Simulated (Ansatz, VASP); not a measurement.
**Two plane-wave programs on SiNi3**

INCAR

```
  PREC = Accurate
  ENCUT = 520
  EDIFF = 1E-6
  ISMEAR = 0
  SIGMA = 0.1
  LREAL = F
  LASPH = T
  NELM = 80
  ALGO = Normal
  ISIF = 2
  LWAVE = F
  LCHARG = T
  GGA = PE
  LELF = T
  LVHAR = T
  NBANDS = 25
```

Contents of KPOINTS:

```
regular mesh
0
Gamma
  12 12 12
```

Contents of POSCAR:

```
SiNi3
1.0
    3.5062675424      0.0000000000      0.0000000000
    0.0000000000      3.5062675424      0.0000000000
    0.0000000000      0.0000000000      3.5062675424
Si Ni
1 3
Direct
    0.0000000000      0.0000000000      0.0000000000
    0.0000000000      0.5000000000      0.5000000000
    0.5000000000      0.0000000000      0.5000000000
    0.5000000000      0.5000000000      0.0000000000
```

Input for Ansatz:

```yaml
crystal:
  lattice:
    - [3.5062675415, 0.0, 0.0]
    - [0.0, 3.5062675415, 0.0]
    - [0.0, 0.0, 3.5062675415]
  atoms:
    - { symbol: Si, position: [0.0, 0.0, 0.0] }
    - { symbol: Ni, position: [0.0, 0.5, 0.5] }
    - { symbol: Ni, position: [0.5, 0.0, 0.5] }
    - { symbol: Ni, position: [0.5, 0.5, 0.0] }
basis:
  ecutwfc: 420
kpoints:
  mp_grid: { grid: [12, 12, 12] }
  band_path:
    path:
      - [[0.0, 0.0, 0.0], [0.0, 0.5, 0.0], [0.5, 0.5, 0.0], [0.0, 0.0, 0.0], [0.5, 0.5, 0.5], [0.0, 0.5, 0.0]]
      - [[0.5, 0.5, 0.5], [0.5, 0.5, 0.0]]
    npoints: 14
hamiltonian:
  xc: pbe
scf:
  occupations: { method: gaussian, width: 0.1 }
  n_extra_bands: 10
output:
  forces: true
  stress: true
  eigenvalues: true
  populations: true
  dos: { projected: true, de: 0.02, nscf_kmesh: { grid: [18, 18, 18] } }
  bader: true
  write_density: true
  write_potential: true
  elf: true
  volumetric_format: npy
```

Alike in both runs: task single point; functional PBE; k mesh 12 × 12 × 12; occupations gaussian, width 0.1 eV; no spin polarisation.

|  | VASP | Ansatz |
| --- | --- | --- |
| version | VASP 6.6.1 | Ansatz 0.2.0 |
| potentials or method | VASP PAW PBE potentials, release 64 (Si, Ni) | scalar-relativistic, plane waves, PAW |
| plane-wave cutoff (eV) | 520 | 420 |
| valence electrons in the cell | 34 | 58 |

|  | VASP | Ansatz | Ansatz less VASP |
| --- | --- | --- | --- |
| gap on the k mesh at the Fermi level (eV) | none | none | - |
| pressure (GPa) | 0.0 | 0.0 | 0.00 |

A gap of «none» marks a metal or a gap that the smearing closes. The two sets of potentials don't hold the same shells in valence.

Spin polarisation is off, so any magnetic state and its effect on volume and gap are missing.
